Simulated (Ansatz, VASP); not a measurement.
# WSe2 in two plane-wave programs

One calculation is typed for both programs; each brings its own data sets. How far apart do they land? The cell is taken from a series of runs on this material, whose earlier steps may have relaxed, scaled, displaced or heated it; both programs get it as it stands.

Main program and level: Ansatz 0.2.0; plane waves, with VASP 6.6.1 beside it; single point at PBEsol.

### 1. Starting point

The cell holds 3 atoms: 2 Se and 1 W. Cell: a = 3.240 Å, b = 3.240 Å, c = 29.900 Å, α = 90.0°, β = 90.0°, γ = 120.0°. It derives from WSe2. Vacuum lies along c.

### 2. Ansatz: single point, PBEsol, pair 1

Ansatz runs on its PAW soft_1 files.

A single point gives forces, pressure and levels at one fixed geometry, so differences don't come from the geometry; what else differs is listed under the comparison.

input.yaml

```yaml
crystal:
  lattice:
    - [3.2404767544, 0.0, 0.0]
    - [-1.6202383772, 2.8063351897, 0.0]
    - [0.0, 0.0, 29.9]
  atoms:
    - { symbol: Se, position: [0.3333333333, 0.6666666667, 0.4437964158] }
    - { symbol: W, position: [0.6666666667, 0.3333333333, 0.5] }
    - { symbol: Se, position: [0.3333333333, 0.6666666667, 0.5562035842] }
  periodic: [true, true, false]
kpoints:
  mp_grid: { grid: [6, 6, 1] }
  band_path:
    path:
      - [0, 0, 0]
      - [0.5, 0, 0]
      - [0.3333333333333, 0.3333333333333, 0]
      - [0, 0, 0]
    npoints: 10
hamiltonian:
  xc: pbesol
  pseudopotentials: { kind: paw, azcp: { folder: soft_1 }, xc_functional: pbe }
scf:
  occupations: { method: fermi_dirac, width: 0.02 }
  n_extra_bands: 5
output:
  eigenvalues: true
  forces: true
  stress: true
  write_density: true
  write_potential: true
  elf: true
  volumetric_format: npy
```

Started as:

```console
$ ansatz run input.yaml --threads 2 --pin off --max-ram 92160MiB --backend cuda --events-out ev --progress --plain --runs-dir out --devices 1 --max-vram 13GiB
```

Numbers of over 12 decimals in the logs are rounded to 6 here.

What it wrote:

```text
scf.n_extra_bands = 5 over 23 filled bands (N_el = 46.0): the run solves 28 bands
GPUs: using 1 of 1 available (devices: 1).
Engine: ansatz 0.2.0, x86_64-unknown-linux-gnu
Pseudopotentials: kind: paw
Pseudopotential: Se, paw, valence charge 16, recommended cutoff 420 eV (normal), soft_1/Se.paw.azcp
Pseudopotential: W, paw, valence charge 14, recommended cutoff 420 eV (normal), soft_1/W.paw.azcp
Functional definition: PBEsol
  exchange = pbesol_x
  correlation = pbesol_c
device memory: the entry about to start is reckoned to put 2.8 GiB on a device that reports 37.4 GiB free (of which the cap on the GPU budget leaves the run 13.0 GiB)
GPU FFT provider: cuFFT
GPU libraries: cuBLAS 13.8.2, cuFFT 12.4.0, cuSOLVER 12.3.4
Crystal: 3 atoms, lattice volume = 271.907 Å³
Basis set: ecut = 420 eV, 5415 PW (Γ), exchange–correlation on 48×48×400 points (8 copies of the dense FFT grid, shifted against one another)
Bands: 28, of which v1, the nominal top of the filled ones, is band 23 counted from 1 (22 counted from 0)
Symmetry: 12 space group operations
Space group: P-6m2 (ITA 187), of the structure as read, at distance tolerance 6.5e-5 Å
k-points: 7 of 36 (time reversal used)
Non-local potential: Se, projectors of the file, l = 0: 2, l = 1: 2, l = 2: 3, l = 3: 1
Non-local potential: W, projectors of the file, l = 0: 3, l = 1: 2, l = 2: 2, l = 3: 1
PAW form: soft (Blöchl's): semilocal exchange-correlation on the pseudo side does not see the compensation charge
PAW frozen core: Se, regenerated for the run's functional, and the local potential with it (the file was generated under x = pbe(κ = 0.804, μ = 0.219515), c = pbe(β = 0.066725))
PAW frozen core: W, regenerated for the run's functional, and the local potential with it (the file was generated under x = pbe(κ = 0.804, μ = 0.219515), c = pbe(β = 0.066725))
PAW one-centre angular grid: Se, 590 points (default); XC on 64 Gauss nodes
PAW one-centre angular grid: W, 590 points (default); XC on 64 Gauss nodes
Initial density: superposition of atomic densities (neutral atoms: chi_scale 0, normalization atom)
Initial wavefunctions: pseudopotential atomic-orbital guess
GPU buffer pool allocated for 115200 grid points (all kernels)
GPU transforms: local potential and band sums: pruned to the plane-wave sphere, on 24×24×200
Functional: x = pbesol(κ = 0.804, μ = 0.123457), c = pbesol(β = 0.046)
iter 1 solved again at ethr=2.98e-3 eV; its pass at ethr=3.10e-3 eV (dr2=1.37e0 eV) is discarded
SCF iter   1: F=—  HF=-21108.131102 eV  |F-HF|=—  |Δ(HF+E_count)|=         —  Δρ=1.60e-2  dr2=1.35e0  ethr=2.98e-3  ⟨swp⟩=1.7  Hψ=1717  notcnv=0
preconditioner: auto → Resta (q_TF=auto, 2.029 Å⁻¹)  ε∞=2.1  [insulator: Δε(μ)=1.711 eV  Ē_g=9.213 eV  σ=0.020 eV  W_gap=1.00  n_scr=18 (ndim 8)  ℏωp=9.6 eV  f_vac=0.757  D(μ)=0.00/eV (n_scr^D=0)  ε∞_Penn≈2.1  vacuum switching on, ρ_ref=6.2e-3 e/Å³]
SCF iter   2: F=—  HF=-21107.814931 eV  |F-HF|=—  |Δ(HF+E_count)|=   3.16e-1  Δρ=9.62e-3  dr2=3.12e-1  ethr=2.94e-3  ⟨swp⟩=3.4  Hψ=456  notcnv=0  defer=3
SCF iter   3: F=—  HF=-21107.792559 eV  |F-HF|=—  |Δ(HF+E_count)|=   2.24e-2  Δρ=5.70e-3  dr2=3.02e-1  ethr=6.78e-4  ⟨swp⟩=4.0  Hψ=419  notcnv=0  defer=7
SCF iter   4: F=—  HF=-21107.746747 eV  |F-HF|=—  |Δ(HF+E_count)|=   4.58e-2  Δρ=1.71e-3  dr2=5.42e-3  ethr=6.56e-4  ⟨swp⟩=2.4  Hψ=287  notcnv=0  defer=7
SCF iter   5: F=—  HF=-21107.747936 eV  |F-HF|=—  |Δ(HF+E_count)|=   1.19e-3  Δρ=3.71e-4  dr2=5.44e-4  ethr=1.18e-5  ⟨swp⟩=3.1  Hψ=444  notcnv=0  defer=7
SCF iter   6: F=—  HF=-21107.747927 eV  |F-HF|=—  |Δ(HF+E_count)|=   9.81e-6  Δρ=1.22e-4  dr2=7.98e-5  ethr=1.18e-6  ⟨swp⟩=3.1  Hψ=423  notcnv=0  defer=7
SCF iter   7: F=—  HF=-21107.748081 eV  |F-HF|=—  |Δ(HF+E_count)|=   1.54e-4  Δρ=4.33e-5  dr2=1.31e-5  ethr=1.74e-7  ⟨swp⟩=3.0  Hψ=381  notcnv=0  defer=7
SCF iter   8: F=—  HF=-21107.748081 eV  |F-HF|=—  |Δ(HF+E_count)|=   4.53e-8  Δρ=1.71e-5  dr2=1.73e-6  ethr=2.86e-8  ⟨swp⟩=2.6  Hψ=272  notcnv=0  defer=7
SCF iter   9: F=-21107.748081 eV  HF=-21107.748081 eV  |F-HF|=3.71e-8  |Δ(HF+E_count)|=   6.71e-8  Δρ=2.04e-6  dr2=1.11e-8  ethr=2.17e-10  ⟨swp⟩=24.7  Hψ=2425  notcnv=0
SCF 1 converged in 9 iterations: F = -21107.748081 eV  dr2 = 1.11e-8
  greatest PAW one-centre occupation: 1.000 electrons in one spin orbital (limit 2), on the Se atom at site 2 (counted from 0), in its partial waves of l = 2
device memory: the entry about to start is reckoned to put 2.4 GiB on a device that reports 37.7 GiB free (of which the cap on the GPU budget leaves the run 13.0 GiB)
NSCF: frozen V_eff on 31 k-points, pencils in batches of 32, up to order 124
WARN: The input density's exchange-correlation potential varies sharply where the density is thin. Do not read a vacuum level from v_tot or v_xc, or from such a field of the output density. On a cell that repeats whose density bears no net charge and no dipole along the vacuum's axis use v_es (v_loc + v_h of the components); under efield.dipole_correction with no amplitude use v_es + v_field, which holds any external [...]
SCF converged after 9 iterations
Free energy (F): -21107.748081 eV
Harris-Foulkes:  -21107.748081 eV  (|F-HF|=3.71e-8)
Internal energy: -21107.748081 eV  (E = F + TS)
E sigma→0 (E₀):  -21107.748081 eV
Fermi energy:    -4.291881 eV
--- Per-component energies (eV) ---
  E_band       = -1658.343492
  E_kinetic    = 646.483630
  E_local      = -127071.489728  (includes V_loc(G=0)·N_el)
  E_nonlocal   = -727.984883
  E_hartree    = 63225.242643
  E_xc         = -436.337362
  E_vxc        = -413.483709  (∫ρ·V_xc dr)
  E_paw        = -12623.632733  (= ΣΔE_a)
  E_vpaw       = -542.334028  (= ΣTr[D̂ρ^β])
  E_aug_tail   = -0.000590  (compensation charges beyond the density's cutoff)
  E_ewald      = 55877.732181
  E_core_change = 2.238761  (= ΣΔE_core)
  E_smearing   = -0.000000  (= −TS)
  E_closure    = -0.000000  (closes the sum)
  Σ components = -21107.748081   (vs F -21107.748081, Δ=0.00e0)
--- Forces (eV/Å), atoms counted from 1 ---
  atom   1  Se    -0.00000000     0.00000000    -0.06764871
  atom   2  W      0.00000000    -0.00000000     0.00000000
  atom   3  Se    -0.00000000     0.00000000     0.06764871
  max |Σ_I F_I| component: 1.09e-16 eV/Å
--- 2D stress c σ (N/m, compression-positive) ---
        1.592210       0.000000       0.000000
       -0.000000       1.592210       0.000000
        0.000000       0.000000       0.000000
  P = ½ c Tr σ = 1.5922 N/m
--- Band table (eV; the first three rows and the last of 7) ---
  k-point 0: bands = [... 19 lower, -7.3971, -6.2092, -6.2092, -5.6264, -1.9589 (-1.9589°), -1.9589 (-1.9589°), -1.7866, -1.7866, ... 1 higher]
  k-point 1: bands = [... 19 lower, -6.9818, -6.8400, -6.4241, -5.7788, -2.9773, -2.4422, -2.2638, -1.3539, ... 1 higher]
  k-point 2: bands = [... 19 lower, -7.7371, -7.1636, -6.4394, -6.1806, -2.9492, -2.6482, -1.7654, -0.6894, ... 1 higher]
  k-point 6: bands = [... 19 lower, -8.8725, -8.5351, -7.5538, -5.1048, -3.2917, -2.3554, -1.4219, 0.1559, ... 1 higher]
  ° read free of the cell's end (the report's vacuum.weakly_bound_levels)
```

### 3. VASP: single point, PBEsol, pair 1

The same cell, functional, mesh and smearing now go to VASP, with its own data sets.

Lines of VASP's logs that name or quote its potential files are left out, and so is its time.

INCAR

```
SYSTEM = WSe2
PREC = Accurate
ENCUT = 520
EDIFF = 1E-06
NELM = 120
ISMEAR = -1
SIGMA = 0.02
LREAL = .FALSE.
ALGO = Normal
GGA = PS
NBANDS = 15
LASPH = .TRUE.
LORBIT = 11
LWAVE = .FALSE.
LCHARG = .FALSE.
ISIF = 2
LDIPOL = .TRUE.
IDIPOL = 3
DIPOL = 0.5 0.5 0.5
LVHAR = .TRUE.
GGA_COMPAT = .FALSE.
EFERMI = MIDGAP
NELMDL = -8
KPAR = 2
```

POSCAR

```
WSe2
1.0
    3.2404767544      0.0000000000      0.0000000000
   -1.6202383772      2.8063351897      0.0000000000
    0.0000000000      0.0000000000     29.9000000000
Se W
2 1
Direct
    0.3333333333      0.6666666667      0.4437964158
    0.3333333333      0.6666666667      0.5562035842
    0.6666666667      0.3333333333      0.5000000000
```

KPOINTS

```
Automatic mesh
0
Gamma
6 6 1
0 0 0
```

The projector-augmented-wave data sets are Se and W (PBE family, release 64).

Started as:

```console
$ mpirun -np 2 vasp_std
```

What it wrote:

```text
[banner, memory and clock lines left out]
running    2 mpi-ranks, on    1 nodes
 distrk:  each k-point on    1 cores,    2 groups
 distr:  one band on    1 cores,    1 groups

 POSCAR found type information on POSCAR SeW
 POSCAR found :  2 types and       3 ions
|                                                                             |
|               ----> ADVICE to this user running VASP <----                  |
|                                                                             |
|     You enforced a specific xc type in the INCAR file but a different       |
|     [... a line on the potential file left out ...]
|     I HOPE YOU KNOW WHAT YOU ARE DOING!                                     |
|                                                                             |

 LDA part: xc-table for (Slater+PW92), standard interpolation
 POSCAR, INCAR and KPOINTS ok, starting setup
 FFT: planning ... GRIDC
 FFT: planning ... GRID_SOFT
 FFT: planning ... GRID
 WAVECAR not read
 entering main loop
       N       E                     dE             d eps       ncg     rms          rms(c)
DAV:   1     0.133998047950E+03    0.13400E+03   -0.55365E+03   210   0.839E+02
DAV:   2    -0.774349171583E+01   -0.14174E+03   -0.13125E+03   360   0.148E+02
DAV:   3    -0.239721040723E+02   -0.16229E+02   -0.16096E+02   308   0.676E+01
DAV:   4    -0.242969376634E+02   -0.32483E+00   -0.32264E+00   274   0.119E+01
DAV:   5    -0.243030996110E+02   -0.61619E-02   -0.61596E-02   260   0.146E+00
DAV:   6    -0.243032433322E+02   -0.14372E-03   -0.14372E-03   281   0.222E-01
DAV:   7    -0.243032479831E+02   -0.46509E-05   -0.46508E-05   302   0.353E-02
DAV:   8    -0.243032481636E+02   -0.18051E-06   -0.18055E-06   243   0.691E-03    0.237E+01
DAV:   9    -0.235336825369E+02    0.76957E+00   -0.19538E+00   315   0.979E+00    0.969E+00
DAV:  10    -0.233902787833E+02    0.14340E+00   -0.12152E+00   280   0.781E+00    0.515E+00
DAV:  11    -0.232925061938E+02    0.97773E-01   -0.21336E-01   252   0.365E+00    0.406E-01
DAV:  12    -0.232923880680E+02    0.11813E-03   -0.28532E-02   294   0.109E+00    0.231E-01
DAV:  13    -0.232911686382E+02    0.12194E-02   -0.25600E-03   280   0.353E-01    0.127E-01
DAV:  14    -0.232911388314E+02    0.29807E-04   -0.25489E-04   273   0.109E-01    0.777E-02
[...]
DAV:  19    -0.232916947904E+02   -0.12256E-03   -0.81392E-06   231   0.121E-02    0.406E-03
DAV:  20    -0.232917289338E+02   -0.34143E-04   -0.72392E-07   240   0.354E-03    0.211E-03
DAV:  21    -0.232917397364E+02   -0.10803E-04   -0.10189E-06   199   0.351E-03    0.161E-03
DAV:  22    -0.232917496046E+02   -0.98682E-05   -0.36731E-07   218   0.200E-03    0.596E-04
DAV:  23    -0.232917564096E+02   -0.68049E-05   -0.33632E-07   205   0.153E-03    0.880E-04
DAV:  24    -0.232917579282E+02   -0.15186E-05   -0.20596E-08   224   0.746E-04    0.667E-04
DAV:  25    -0.232917598855E+02   -0.19573E-05   -0.41096E-08   189   0.709E-04    0.217E-04
DAV:  26    -0.232917601999E+02   -0.31435E-06   -0.58876E-09   210   0.361E-04
   1 F= -.23291760E+02 E0= -.23291760E+02  d E =-.375840E-18
```

Parts of OUTCAR (step 3):

```text
ion  position               nearest neighbor table
   1  0.333  0.667  0.444-   3 2.51   3 2.51   3 2.51
   2  0.333  0.667  0.556-   3 2.51   3 2.51   3 2.51
   3  0.667  0.333  0.500-   1 2.51   2 2.51   1 2.51   2 2.51   1 2.51   2 2.51

  LATTYP: Found a hexagonal cell.
 ALAT       =     3.2404767544
 C/A-ratio  =     9.2270373362

 Subroutine GETGRP returns: Found 12 space group operations
 (whereof 12 operations were pure point group operations)

The static configuration has the point symmetry D_3h.

 Found      7 irreducible k-points:

   k-points           NKPTS =      7   k-points in BZ     NKDIM =      7   number of bands    NBANDS=     15

   dimension x,y,z NGX =    24 NGY =   24 NGZ =  224
   dimension x,y,z NGXF=    48 NGYF=   48 NGZF=  448

   ENCUT  =  520.0 eV  38.22 Ry    6.18 a.u.   6.03  6.03 55.59*2*pi/ulx,y,z

   NELECT =      18.0000    total number of electrons

 k-points in reciprocal lattice and weights: Automatic mesh
   0.00000000  0.00000000  0.00000000       0.028
   0.16666667 -0.00000000  0.00000000       0.167
   0.33333333 -0.00000000  0.00000000       0.167
   0.50000000 -0.00000000  0.00000000       0.083
   0.16666667  0.16666667  0.00000000       0.167
   0.33333333  0.16666667  0.00000000       0.333
   0.33333333  0.33333333  0.00000000       0.056

 dipolmoment           0.000000      0.000000     -0.000000 electrons x Angstroem

 average (electrostatic) potential at core
       1 -60.9202       2 -60.9202       3 -48.1546

 E-fermi :  -2.0554

 k-point     1 :       0.0000    0.0000    0.0000
  band No.  band energies     occupation
    ...
      5      -5.1734      2.00000
      6      -5.1734      2.00000
      7      -3.9826      2.00000
      8      -3.9826      2.00000
      9      -3.4064      2.00000
     10       0.2806      0.00000
     11       0.2806      0.00000
     12       0.4536      0.00000
     13       0.4536      0.00000
     14       1.5631      0.00000
    ...

 k-point     2 :       0.1667   -0.0000    0.0000
  band No.  band energies     occupation
    ...
      5      -5.9513      2.00000
      6      -4.7567      2.00000
      7      -4.6121      2.00000
      8      -4.1887      2.00000
      9      -3.5583      2.00000
     10      -0.7462      0.00000
     11      -0.2202      0.00000
     12      -0.0294      0.00000
     13       0.8767      0.00000
     14       2.3095      0.00000
    ...

 k-point     3 :       0.3333   -0.0000    0.0000
  band No.  band energies     occupation
    ...
      5      -7.3887      2.00000
      6      -5.5090      2.00000
      7      -4.9251      2.00000
      8      -4.2165      2.00000
      9      -3.9473      2.00000
     10      -0.7318      0.00000
     11      -0.4344      0.00000
     12       0.4569      0.00000
     13       1.5291      0.00000
     14       3.2056      0.00000
    ...

  Total        0.8146280      0.8146280      0.1776684      0.0000000      0.0000000     -0.0000000
  in kB        4.8000999      4.8000999      1.0468903      0.0000000      0.0000000     -0.0000000
  external PRESSURE =       3.5490300 kB  Pullay stress =       0.0000000 kB

  energy-cutoff  :      520.00
  volume of cell :      271.91
      direct lattice vectors                 reciprocal lattice vectors
     3.240476754  0.000000000  0.000000000     0.308596566  0.178168311  0.000000000
    -1.620238377  2.806335190  0.000000000     0.000000000  0.356336621  0.000000000
     0.000000000  0.000000000 29.900000000     0.000000000  0.000000000  0.033444816

 POSITION                                       TOTAL-FORCE (eV/Angst)
 -----------------------------------------------------------------------------------
     -0.00000      1.87089     13.26951        -0.000000      0.000000     -0.055903
     -0.00000      1.87089     16.63049         0.000000     -0.000000      0.055903
      1.62024      0.93545     14.95000         0.000000      0.000000      0.000000
 -----------------------------------------------------------------------------------
    total drift:                               -0.000000      0.000000     -0.000000

  FREE ENERGIE OF THE ION-ELECTRON SYSTEM (eV)
  ---------------------------------------------------
  free  energy   TOTEN  =       -23.2917601999 eV

  energy  without entropy=      -23.2917601999  energy(sigma->0) =      -23.29176020

 vacuum level on the upper side and lower side of the slab         2.233         2.233

 total charge
# of ion       s       p       d       tot
------------------------------------------
    1        1.476   2.357   0.073   3.905
    2        1.476   2.357   0.073   3.905
    3        0.542   0.648   4.264   5.454
--------------------------------------------------
tot          3.494   5.362   4.409  13.265

[... 3 further parts left out ...]
```

### 4. Side by side

Known differences besides the potentials themselves: Ansatz cuts the interaction across the vacuum, VASP repeats the sheet with a dipole correction; the data sets hold 46 valence electrons in Ansatz (on its PAW soft_1 files) and 18 in VASP; the cutoff is 420 eV in Ansatz and 520 eV in VASP; Ansatz makes its cores anew for this functional, VASP keeps those of its PBE data sets. Total energies have different zeros and are not compared.

Compared:

| quantity | Ansatz | VASP | difference |
| --- | --- | --- | --- |
| gap on the k mesh (eV) | 1.648 | 1.645 | +0.002 |

Forces (eV/Å; atoms numbered as in POSCAR):

```csv
atom,"Ansatz x, y, z","VASP x, y, z"
Se1,"0.000, 0.000, -0.068","0.000, 0.000, -0.056"
Se2,"0.000, 0.000, 0.068","0.000, 0.000, 0.056"
W3,"0.000, 0.000, 0.000","0.000, 0.000, 0.000"
```

The forces differ by 5.5 meV/Å r.m.s., which is 21.0 % of the r.m.s. force of 0.026 eV/Å (both taken over all components). A gap on the mesh is an upper bound, since the band edges may lie between its points; neither run holds spin-orbit coupling, which can move the band edges of a compound of W. With vacuum in the cell, a pressure given here is an average over mostly empty space and none of the material.

(Part 1 of 2 ends here.)

[Lines on the potential files, build, host, timing and source positions are cut from VASP's logs without a mark.]

[Logs are printed without paths, hosts, clocks, repeated set-up lines and the standing remarks that a program may print on its own settings, such as how far it seeks lower states.]

[Hosts, paths, dates, database ids (printed as entryN), source tags and the programs' standing remarks are cut or masked in the printed files.]
